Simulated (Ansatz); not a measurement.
Strain and the gap of AlN (zincblende)

AlN in the zincblende structure, relaxed with r2SCAN in the plane-wave code Ansatz. It is cubic, F-43m (No. 216); conventional cell a = 4.370 Å, 10.43 Å³ an atom. Around Al lie 4 N at 1.89 Å; around N lie 4 Al at 1.89 Å.

The axes x, y and z are those of this cell:
```
CELL_PARAMETERS angstrom
0.00000 2.18488 2.18488
2.18488 0.00000 2.18488
2.18488 2.18488 0.00000
ATOMIC_POSITIONS crystal
Al 0.00000 0.00000 0.00000
N 0.25000 0.25000 0.25000
```

Unstrained: PBE gives an indirect gap of 3.325 eV, from Γ to X; the least direct gap is 4.176 eV at Γ. The r2SCAN gap is indirect, 3.941 eV (Γ to X), below the direct gap of 4.842 eV at Γ. With HSE06 the valence top lies at Γ and the conduction bottom at X, 4.552 eV higher; the smallest vertical gap, at Γ, is 5.547 eV. Meshes: PBE 10×10×10, r2SCAN 10×10×10, HSE06 8×8×8. Strains are changes of length per length. After each strain the atoms were relaxed again with r2SCAN within the symmetry that the strain leaves, so tilts or polar shifts that break it weren't tested; points keep the names that they have in the unstrained zone. Calculated for a static, non-magnetic cell.

Changes of the least gap in eV (an overlap counts as a negative gap):
```tsv
strain	volume change (%)	space group	PBE	r2SCAN	HSE06	energy rise, r2SCAN (meV/atom)
isotropic +1.22 % on every length	+3.7	F-43m	-0.021	-0.031	-0.038	8.9
biaxial -2.28 % in x and y, z held	-4.5	I-4m2	-0.048	-0.037	-0.027	16.6
uniaxial -4.88 % along z	-4.9	I-4m2	-0.242	-0.234	-0.228	24.1
```

Isotropic +1.22 % on every length. HSE06: the gap goes from 4.552 to 4.514 eV (-0.038 eV). Stress change with r2SCAN, compression positive: xx -7.14, yy -7.14, zz -7.14 GPa. For HSE06, dE_g/d ln V = -1.0 eV over this step.

Biaxial -2.28 % in x and y, z held. HSE06: the gap goes from 4.552 to 4.525 eV (-0.027 eV); with r2SCAN the top three valence levels at Γ, degenerate before, become 2+1 from the top over 105 meV. Stress change with r2SCAN, compression positive: xx +11.73, yy +11.73, zz +8.21 GPa.

Uniaxial -4.88 % along z, other directions held. HSE06: the gap goes from 4.552 to 4.324 eV (-0.228 eV); with r2SCAN the top three valence levels at Γ, degenerate before, become 1+2 from the top over 196 meV. Stress change with r2SCAN, compression positive: xx +9.39, yy +9.39, zz +15.25 GPa.

The meshes of the hybrids are coarse, so their gaps aren't converged to the digits shown.

The splittings at Γ are without spin-orbit coupling, which regroups them where it is of like size or larger.
